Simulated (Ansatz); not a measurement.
# Tantalum, bcc under r²SCAN: convergence with the Fermi-Dirac smearing

How small must the Fermi-Dirac smearing width be for energy and pressure to settle? The geometry was relaxed under r²SCAN beforehand and stays fixed; 6 values are run, from 0.01 to 1.0 eV. Wanted are the values from which on the energy stays within 10 and 1 meV/atom, and the pressure within 0.5 GPa, of the narrowest run. Within the series other settings stay, but some runs also write fields, which adds to their time. Spin polarisation is left out.

Program: Ansatz 0.2.0. Level of theory: DFT r²SCAN, plane waves with PAW, scalar-relativistic. These are calculated values, not measurements.

### Step 1. Starting point

The structure is cubic, space group Im-3m (No. 229). The conventional cell has a = 3.307 Å, b = 3.307 Å, c = 3.307 Å, α = 90.00°, β = 90.00°, γ = 90.00°. Ta (site symmetry m-3m) has 8 Ta at 2.86 Å as nearest neighbours.

Coordinates:

```cif
data_structure
_symmetry_space_group_name_H-M 'Im-3m'
_symmetry_Int_Tables_number 229
_cell_length_a 3.3067
_cell_length_b 3.3067
_cell_length_c 3.3067
_cell_angle_alpha 90.000
_cell_angle_beta 90.000
_cell_angle_gamma 90.000
_cell_volume 36.16
loop_
_atom_site_label
_atom_site_type_symbol
_atom_site_symmetry_multiplicity
_atom_site_Wyckoff_symbol
_atom_site_fract_x
_atom_site_fract_y
_atom_site_fract_z
_atom_site_occupancy
Ta1 Ta 2 a 0.00000 0.00000 0.00000 1
```

### Step 2. Width 0.01 eV

The run at 0.01 eV.

input.yaml reads:

```yaml
crystal:
  lattice:
    - [-1.6533592789, 1.6533592789, 1.6533592789]
    - [1.6533592789, -1.6533592789, 1.6533592789]
    - [1.6533592789, 1.6533592789, -1.6533592789]
  atoms:
    - { symbol: Ta, position: [0.0, 0.0, 0.0] }
hamiltonian:
  xc: r2scan
  pseudopotentials:
    kind: paw
    azcp:
      Ta: "pseudopotentials/Ta.paw.azcp"
basis:
  ecutwfc: 500
  fft_grid_basis: typed
kpoints:
  mp_grid: { grid: [13, 13, 13], shift: [0, 0, 0] }
magnetization:
  spin_polarized: false
scf:
  occupations: { method: fermi_dirac, width: 0.01 }
  lower_state_search: "off"
output:
  stress: true
  write_density: true
  write_potential: true
  elf: true
  volumetric_format: npy
```

Run with:

```
ansatz run input.yaml --threads 2 --pin off --max-ram 5120MiB --backend cpu --events-out ev --progress --plain --runs-dir out
```

Log (excerpt; [...] marks lines left out):

```text
Warning: RAYON_NUM_THREADS=2 ignored (pool sized by the plan → 2); use --threads N
[...]
Pseudopotentials: kind: paw
Pseudopotential: Ta, paw, valence charge 13, recommended cutoff 500 eV (meta_gga), <dir>
Functional definition: r2SCAN
[...]
Crystal: 1 atoms, lattice volume = 18.078 Å³
Basis set: ecut = 500 eV, 459 PW (Γ), exchange–correlation on 96×96×96 points (64 copies of the dense FFT grid, shifted against one another)
Bands: 11, of which v1, the nominal top of the filled ones, is band 7 counted from 1 (6 counted from 0)
Symmetry: 48 space group operations
Space group: Im-3m (ITA 229), of the structure as read, at distance tolerance 2.6e-5 Å
k-points: 84 of 2197
[...]
SCF iter   1: F=-9944.319899 eV  HF=-9944.302598 eV  |F-HF|=1.73e-2  |Δ(HF+E_count)|=         —  Δρ=6.12e-3  dr2=1.61e-3  dr2_τ=1.53e-2  ethr=1.77e-3  ⟨swp⟩=6.0  Hψ=5438  notcnv=0
[...]
SCF iter   6: F=-9944.321033 eV  HF=-9944.321033 eV  |F-HF|=8.25e-9  |Δ(HF+E_count)|=   4.91e-8  Δρ=1.28e-5  dr2=1.12e-8  dr2_τ=6.40e-9  ethr=7.69e-10  ⟨swp⟩=9.3  Hψ=4682  notcnv=0
[...]
SCF converged after 6 iterations
Free energy (F): -9944.321033 eV
[...]
E sigma→0 (E₀):  -9944.320842 eV
Entropy (-TS):   -0.000381 eV (-0.381 meV/atom)
Fermi energy:    18.384219 eV
[...]
--- Stress (GPa, compression-positive) ---
       -0.041935       0.000000      -0.000000
       -0.000000      -0.041935       0.000000
       -0.000000       0.000000      -0.041935
  P = ⅓ Tr σ = -0.0419 GPa (-0.419 kbar)
--- Band table (eV; the first three rows and the last of 84) ---
  k-point 0: bands = ["-50.5047", "-15.7740", "-15.7740", "-15.7740", "10.1248", "19.2453", "19.2453", "19.2453", "22.7248", "22.7248", "33.6716"]
[...]
```

Wall time 3 s (2 threads of Arm Neoverse N1, shared host); peak memory 0.34 GiB.

### Step 3. Width 0.03 eV

The run at 0.03 eV.

input.yaml, as its differences from that of step 2:

```diff
@@ -21,3 +21,3 @@
 scf:
-  occupations: { method: fermi_dirac, width: 0.01 }
+  occupations: { method: fermi_dirac, width: 0.03 }
   lower_state_search: "off"
@@ -25,5 +25 @@
   stress: true
-  write_density: true
-  write_potential: true
-  elf: true
-  volumetric_format: npy
```

Run with:

```
ansatz run input.yaml --threads 2 --pin off --max-ram 5120MiB --backend cpu --events-out ev --progress --plain --runs-dir out
```

Log (excerpt; [...] marks lines left out):

```text
Warning: RAYON_NUM_THREADS=2 ignored (pool sized by the plan → 2); use --threads N
[...]
[... 3 set-up lines as earlier in the session ...]
[...]
Crystal: 1 atoms, lattice volume = 18.078 Å³
Basis set: ecut = 500 eV, 459 PW (Γ), exchange–correlation on 96×96×96 points (64 copies of the dense FFT grid, shifted against one another)
Bands: 11, of which v1, the nominal top of the filled ones, is band 7 counted from 1 (6 counted from 0)
[... 2 set-up lines as earlier in the session ...]
k-points: 84 of 2197
[...]
SCF iter   1: F=-9944.321318 eV  HF=-9944.303988 eV  |F-HF|=1.73e-2  |Δ(HF+E_count)|=         —  Δρ=6.11e-3  dr2=1.63e-3  dr2_τ=1.53e-2  ethr=1.77e-3  ⟨swp⟩=6.0  Hψ=5499  notcnv=0
[...]
SCF iter   6: F=-9944.322402 eV  HF=-9944.322402 eV  |F-HF|=1.04e-10  |Δ(HF+E_count)|=   3.63e-7  Δρ=4.89e-6  dr2=1.71e-9  dr2_τ=2.06e-9  ethr=7.69e-10  ⟨swp⟩=2.8  Hψ=3424  notcnv=0
[...]
SCF converged after 6 iterations
Free energy (F): -9944.322402 eV
[...]
E sigma→0 (E₀):  -9944.320742 eV
Entropy (-TS):   -0.003320 eV (-3.320 meV/atom)
Fermi energy:    18.386388 eV
[...]
--- Stress (GPa, compression-positive) ---
        0.034370       0.000000       0.000000
        0.000000       0.034370       0.000000
       -0.000000      -0.000000       0.034370
  P = ⅓ Tr σ = 0.0344 GPa (0.344 kbar)
```

Run time: 2.4 s. Hardware: 2 threads of Arm Neoverse N1, shared host; peak memory 0.33 GiB.

### Step 4. Width 0.2 eV

The run at 0.2 eV.

input.yaml, as its differences from that of step 3:

```diff
@@ -21,3 +21,3 @@
 scf:
-  occupations: { method: fermi_dirac, width: 0.03 }
+  occupations: { method: fermi_dirac, width: 0.2 }
   lower_state_search: "off"
```

Run with:

```
ansatz run input.yaml --threads 2 --pin off --max-ram 5120MiB --backend cpu --events-out ev --progress --plain --runs-dir out
```

Log (excerpt; [...] marks lines left out):

```text
Warning: RAYON_NUM_THREADS=2 ignored (pool sized by the plan → 2); use --threads N
[...]
[... 3 set-up lines as earlier in the session ...]
[...]
Crystal: 1 atoms, lattice volume = 18.078 Å³
Basis set: ecut = 500 eV, 459 PW (Γ), exchange–correlation on 96×96×96 points (64 copies of the dense FFT grid, shifted against one another)
Bands: 11, of which v1, the nominal top of the filled ones, is band 7 counted from 1 (6 counted from 0)
[... 2 set-up lines as earlier in the session ...]
k-points: 84 of 2197
[...]
SCF iter   1: F=-9944.399406 eV  HF=-9944.382578 eV  |F-HF|=1.68e-2  |Δ(HF+E_count)|=         —  Δρ=6.16e-3  dr2=1.68e-3  dr2_τ=1.55e-2  ethr=1.77e-3  ⟨swp⟩=5.0  Hψ=5245  notcnv=0
[...]
SCF iter   6: F=-9944.400440 eV  HF=-9944.400440 eV  |F-HF|=1.72e-8  |Δ(HF+E_count)|=   1.43e-7  Δρ=1.68e-5  dr2=2.41e-8  dr2_τ=1.13e-8  ethr=7.69e-10  ⟨swp⟩=2.8  Hψ=3481  notcnv=0
[...]
SCF converged after 6 iterations
Free energy (F): -9944.400440 eV
[...]
E sigma→0 (E₀):  -9944.323609 eV
Entropy (-TS):   -0.153662 eV (-153.662 meV/atom)
Fermi energy:    18.454929 eV
[...]
--- Stress (GPa, compression-positive) ---
        0.390041      -0.000000      -0.000000
       -0.000000       0.390041      -0.000000
       -0.000000      -0.000000       0.390041
  P = ⅓ Tr σ = 0.3900 GPa (3.900 kbar)
```

It took 2.4 s on 2 threads of Arm Neoverse N1, shared host; peak memory 0.33 GiB.

### Step 5. Width 0.3 eV

The run at 0.3 eV.

input.yaml, as its differences from that of step 4:

```diff
@@ -21,3 +21,3 @@
 scf:
-  occupations: { method: fermi_dirac, width: 0.2 }
+  occupations: { method: fermi_dirac, width: 0.3 }
   lower_state_search: "off"
```

Run with:

```
ansatz run input.yaml --threads 2 --pin off --max-ram 5120MiB --backend cpu --events-out ev --progress --plain --runs-dir out
```

Log (excerpt; [...] marks lines left out):

```text
Warning: RAYON_NUM_THREADS=2 ignored (pool sized by the plan → 2); use --threads N
[...]
[... 3 set-up lines as earlier in the session ...]
[...]
Crystal: 1 atoms, lattice volume = 18.078 Å³
Basis set: ecut = 500 eV, 459 PW (Γ), exchange–correlation on 96×96×96 points (64 copies of the dense FFT grid, shifted against one another)
Bands: 11, of which v1, the nominal top of the filled ones, is band 7 counted from 1 (6 counted from 0)
[... 2 set-up lines as earlier in the session ...]
k-points: 84 of 2197
[...]
SCF iter   1: F=-9944.491703 eV  HF=-9944.474942 eV  |F-HF|=1.68e-2  |Δ(HF+E_count)|=         —  Δρ=6.27e-3  dr2=1.77e-3  dr2_τ=1.57e-2  ethr=1.77e-3  ⟨swp⟩=5.2  Hψ=4929  notcnv=0
[...]
SCF iter   6: F=-9944.492884 eV  HF=-9944.492884 eV  |F-HF|=2.20e-9  |Δ(HF+E_count)|=   5.61e-8  Δρ=4.82e-6  dr2=1.80e-9  dr2_τ=1.17e-9  ethr=7.69e-10  ⟨swp⟩=4.1  Hψ=2885  notcnv=0
[...]
SCF converged after 6 iterations
Free energy (F): -9944.492884 eV
[...]
E sigma→0 (E₀):  -9944.332053 eV
Entropy (-TS):   -0.321662 eV (-321.662 meV/atom)
Fermi energy:    18.512021 eV
[...]
--- Stress (GPa, compression-positive) ---
        1.178843       0.000000      -0.000000
       -0.000000       1.178843      -0.000000
       -0.000000      -0.000000       1.178843
  P = ⅓ Tr σ = 1.1788 GPa (11.788 kbar)
```

It took 2.4 s on 2 threads of Arm Neoverse N1, shared host; peak memory 0.33 GiB.

### Step 6. Width 0.6 eV

The run at 0.6 eV.

input.yaml, as its differences from that of step 5:

```diff
@@ -21,3 +21,3 @@
 scf:
-  occupations: { method: fermi_dirac, width: 0.3 }
+  occupations: { method: fermi_dirac, width: 0.6 }
   lower_state_search: "off"
```

Run with:

```
ansatz run input.yaml --threads 2 --pin off --max-ram 5120MiB --backend cpu --events-out ev --progress --plain --runs-dir out
```

Log (excerpt; [...] marks lines left out):

```text
Warning: RAYON_NUM_THREADS=2 ignored (pool sized by the plan → 2); use --threads N
band count auto-derived: 12 (N_el = 13.0; filled up to band 7; 11 by the electrons, moments and atoms)
[...]
[... 3 set-up lines as earlier in the session ...]
[...]
Crystal: 1 atoms, lattice volume = 18.078 Å³
Basis set: ecut = 500 eV, 459 PW (Γ), exchange–correlation on 96×96×96 points (64 copies of the dense FFT grid, shifted against one another)
Bands: 12, of which v1, the nominal top of the filled ones, is band 7 counted from 1 (6 counted from 0)
[... 2 set-up lines as earlier in the session ...]
k-points: 84 of 2197
[...]
SCF iter   1: F=-9944.927755 eV  HF=-9944.911627 eV  |F-HF|=1.61e-2  |Δ(HF+E_count)|=         —  Δρ=7.00e-3  dr2=2.90e-3  dr2_τ=1.70e-2  ethr=1.77e-3  ⟨swp⟩=5.2  Hψ=5236  notcnv=0
[...]
SCF iter   6: F=-9944.929424 eV  HF=-9944.929424 eV  |F-HF|=5.28e-11  |Δ(HF+E_count)|=   8.17e-9  Δρ=1.44e-6  dr2=1.54e-10  dr2_τ=1.24e-10  ethr=4.20e-11  ⟨swp⟩=2.0  Hψ=3224  notcnv=0
[...]
SCF converged after 6 iterations
Free energy (F): -9944.929424 eV
[...]
E sigma→0 (E₀):  -9944.382978 eV
Entropy (-TS):   -1.092891 eV (-1092.891 meV/atom)
Fermi energy:    18.713655 eV
[...]
--- Stress (GPa, compression-positive) ---
        4.669211       0.000000       0.000000
        0.000000       4.669211       0.000000
       -0.000000      -0.000000       4.669211
  P = ⅓ Tr σ = 4.6692 GPa (46.692 kbar)
```

It took 2.6 s on 2 threads of Arm Neoverse N1, shared host; peak memory 0.33 GiB.

### Step 7. Width 1.0 eV

The run at 1.0 eV.

input.yaml, as its differences from that of step 6:

```diff
@@ -21,3 +21,3 @@
 scf:
-  occupations: { method: fermi_dirac, width: 0.6 }
+  occupations: { method: fermi_dirac, width: 1.0 }
   lower_state_search: "off"
@@ -25 +25,5 @@
   stress: true
+  write_density: true
+  write_potential: true
+  elf: true
+  volumetric_format: npy
```

Run with:

```
ansatz run input.yaml --threads 2 --pin off --max-ram 5120MiB --backend cpu --events-out ev --progress --plain --runs-dir out
```

Log (excerpt; [...] marks lines left out):

```text
Warning: RAYON_NUM_THREADS=2 ignored (pool sized by the plan → 2); use --threads N
band count auto-derived: 14 (N_el = 13.0; filled up to band 7; 11 by the electrons, moments and atoms)
[...]
[... 3 set-up lines as earlier in the session ...]
[...]
Crystal: 1 atoms, lattice volume = 18.078 Å³
Basis set: ecut = 500 eV, 459 PW (Γ), exchange–correlation on 96×96×96 points (64 copies of the dense FFT grid, shifted against one another)
Bands: 14, of which v1, the nominal top of the filled ones, is band 7 counted from 1 (6 counted from 0)
[... 2 set-up lines as earlier in the session ...]
k-points: 84 of 2197
[...]
SCF iter   1: F=-9945.856658 eV  HF=-9945.847455 eV  |F-HF|=9.20e-3  |Δ(HF+E_count)|=         —  Δρ=9.67e-3  dr2=1.14e-2  dr2_τ=2.01e-2  ethr=1.77e-3  ⟨swp⟩=5.1  Hψ=5707  notcnv=0
[...]
SCF iter   6: F=-9945.861268 eV  HF=-9945.861268 eV  |F-HF|=5.46e-12  |Δ(HF+E_count)|=   1.62e-8  Δρ=1.18e-6  dr2=1.90e-10  dr2_τ=8.59e-12  ethr=2.37e-10  ⟨swp⟩=5.3  Hψ=6588  notcnv=0
[...]
SCF converged after 6 iterations
Free energy (F): -9945.861268 eV
[...]
E sigma→0 (E₀):  -9944.434970 eV
Entropy (-TS):   -2.852595 eV (-2852.595 meV/atom)
Fermi energy:    18.936374 eV
[...]
--- Stress (GPa, compression-positive) ---
       12.197188       0.000000       0.000000
        0.000000      12.197188       0.000000
       -0.000000      -0.000000      12.197188
  P = ⅓ Tr σ = 12.1972 GPa (121.972 kbar)
--- Band table (eV; the first three rows and the last of 84) ---
  k-point 0: bands = ["-50.3293", "-15.6235", "-15.6235", "-15.6235", "10.1360", "19.3090", "19.3090", "19.3090", "22.7961", "22.7961", "33.6696", "33.6696", "33.6696", "45.2648"]
[...]
```

It took 3.5 s on 2 threads of Arm Neoverse N1, shared host; peak memory 0.34 GiB.

### Step 8. Convergence table

Differences are taken from the run at 0.01 eV.

```
smearing (eV)  F (meV/atom)  E(σ → 0) (meV/atom)  P (GPa)  SCF cycles  CPU time
         0.01          0.00                 0.00    -0.04           6     5.7 s
         0.03         -1.37                 0.10     0.03           6     4.4 s
          0.2        -79.41                -2.77     0.39           6     4.5 s
          0.3       -171.85               -11.21     1.18           6     4.5 s
          0.6       -608.39               -62.14     4.67           6     4.8 s
          1.0      -1540.24              -114.13    12.20           6     6.6 s
```

### Step 9. What came out

```
                                           quantity                       value
       E(σ → 0) stays within 10 meV/atom of 0.01 eV                up to 0.2 eV
                   E(σ → 0) stays within 1 meV/atom               up to 0.03 eV
                      pressure stays within 0.5 GPa                up to 0.2 eV
                                pressure at 0.01 eV                   -0.04 GPa
energy of a separate run on a finer mesh (22×22×22)  +2.1 meV/atom from 0.01 eV
```

The far end, 1.0 eV, lies -114.1 meV/atom and +12.2 GPa from the yardstick. Over the range F shifts by -1540.2 meV/atom, while E(σ → 0) shifts by -114.1. With this scheme F falls about as the square of the width. The mesh (13×13×13) is fixed, so the narrowest widths carry a k-point error of their own. The yardstick itself is unsettled by 2.1 meV/atom against the finer mesh, so the thresholds above hold only within this series, and wider smearing, which averages over more states, can land nearer the fine-mesh value than the narrowest does.
